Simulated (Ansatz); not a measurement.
An Ansatz input for ZnS

```yaml
crystal:
  lattice:
    - [3.8067561406, 0.0, 0.0]
    - [-1.9033780703, 3.2967475238, 0.0]
    - [0.0, 0.0, 74.7914133]
  atoms:
    - { symbol: Zn, position: [0.0, 0.0, 0.70838383] }
    - { symbol: Zn, position: [0.6666666667, 0.3333333333, 0.79169751] }
    - { symbol: Zn, position: [0.0, 0.0, 0.33334889] }
    - { symbol: Zn, position: [0.3333333333, 0.6666666667, 0.41669235] }
    - { symbol: Zn, position: [0.0, 0.0, 0.08333566] }
    - { symbol: Zn, position: [0.6666666667, 0.3333333333, 0.20834229] }
    - { symbol: Zn, position: [0.0, 0.0, 0.83333995] }
    - { symbol: Zn, position: [0.0, 0.0, 0.91670694] }
    - { symbol: Zn, position: [0.3333333333, 0.6666666667, 0.12501918] }
    - { symbol: Zn, position: [0.0, 0.0, 0.16671319] }
    - { symbol: Zn, position: [0.3333333333, 0.6666666667, 0.58335563] }
    - { symbol: Zn, position: [0.6666666667, 0.3333333333, 0.66669263] }
    - { symbol: Zn, position: [0.6666666667, 0.3333333333, 0.04170767] }
    - { symbol: Zn, position: [0.0, 0.0, 0.45834061] }
    - { symbol: Zn, position: [0.3333333333, 0.6666666667, 0.75003317] }
    - { symbol: Zn, position: [0.6666666667, 0.3333333333, 0.29169723] }
    - { symbol: Zn, position: [0.6666666667, 0.3333333333, 0.37504863] }
    - { symbol: Zn, position: [0.6666666667, 0.3333333333, 0.95833228] }
    - { symbol: Zn, position: [0.3333333333, 0.6666666667, 0.87501662] }
    - { symbol: Zn, position: [0.0, 0.0, 0.54169651] }
    - { symbol: Zn, position: [0.0, 0.0, 0.62502995] }
    - { symbol: Zn, position: [0.3333333333, 0.6666666667, 1.311e-05] }
    - { symbol: Zn, position: [0.6666666667, 0.3333333333, 0.50002214] }
    - { symbol: Zn, position: [0.3333333333, 0.6666666667, 0.25002104] }
    - { symbol: S, position: [0.6666666667, 0.3333333333, 0.5312536] }
    - { symbol: S, position: [0.6666666667, 0.3333333333, 0.32286441] }
    - { symbol: S, position: [0.0, 0.0, 0.86451979] }
    - { symbol: S, position: [0.3333333333, 0.6666666667, 0.78123682] }
    - { symbol: S, position: [0.0, 0.0, 0.94788462] }
    - { symbol: S, position: [0.6666666667, 0.3333333333, 0.98951193] }
    - { symbol: S, position: [0.0, 0.0, 0.11452115] }
    - { symbol: S, position: [0.3333333333, 0.6666666667, 0.61458803] }
    - { symbol: S, position: [0.3333333333, 0.6666666667, 0.03125233] }
    - { symbol: S, position: [0.3333333333, 0.6666666667, 0.90625233] }
    - { symbol: S, position: [0.0, 0.0, 0.48952041] }
    - { symbol: S, position: [0.3333333333, 0.6666666667, 0.28126048] }
    - { symbol: S, position: [0.0, 0.0, 0.36458744] }
    - { symbol: S, position: [0.6666666667, 0.3333333333, 0.82289375] }
    - { symbol: S, position: [0.0, 0.0, 0.65619905] }
    - { symbol: S, position: [0.6666666667, 0.3333333333, 0.07289038] }
    - { symbol: S, position: [0.0, 0.0, 0.73956964] }
    - { symbol: S, position: [0.6666666667, 0.3333333333, 0.69793014] }
    - { symbol: S, position: [0.3333333333, 0.6666666667, 0.15626184] }
    - { symbol: S, position: [0.6666666667, 0.3333333333, 0.23953329] }
    - { symbol: S, position: [0.0, 0.0, 0.5728633] }
    - { symbol: S, position: [0.6666666667, 0.3333333333, 0.4062311] }
    - { symbol: S, position: [0.3333333333, 0.6666666667, 0.44788615] }
    - { symbol: S, position: [0.0, 0.0, 0.19790297] }
kpoints:
  mp_grid: { grid: [8, 8, 1] }
scf:
  max_iter: 100
hamiltonian:
  xc: pbe
  pseudopotentials: { kind: paw }
output:
  forces: true
  stress: true
  populations: true
  efg:
    quadrupole_moments_barn: { Zn: 0.122, S: -0.0694 }
    contact_densities: true
```

```sh
ansatz run input.yaml --threads 1 --pin off --max-ram 3072MiB --backend cpu --events-out ev --progress --plain --runs-dir out
```

Task: Does this calculation finish, and if not, why?

Result: The program refused the input. The input holds no occupation method. The program says:

```
Error: YAML parse error: `scf.occupations.method` is required: fixed only where the cell keeps a band gap throughout the run, explicit beside scf.occupations.values (under evaluate: without them), else a smearing such as fermi_dirac (scf.occupations.width is optional; its entry in the input reference gives the default)
```

Against a sound input the change was `scf.occupations`: {method: fermi_dirac, width: 0.02} → not typed; `scf.max_iter`: not typed → 100.

With the sound settings the run converges and gives V_zz (10²¹ V/m²) Zn1 0.053 (η 0.00), Zn3 -0.081 (η 0.00), Zn5 0.019 (η 0.00), Zn6 0.024 (η 0.00), Zn7 0.010 (η 0.00), Zn8 0.040 (η 0.00), among others; a site carries the number of its first atom in the input.
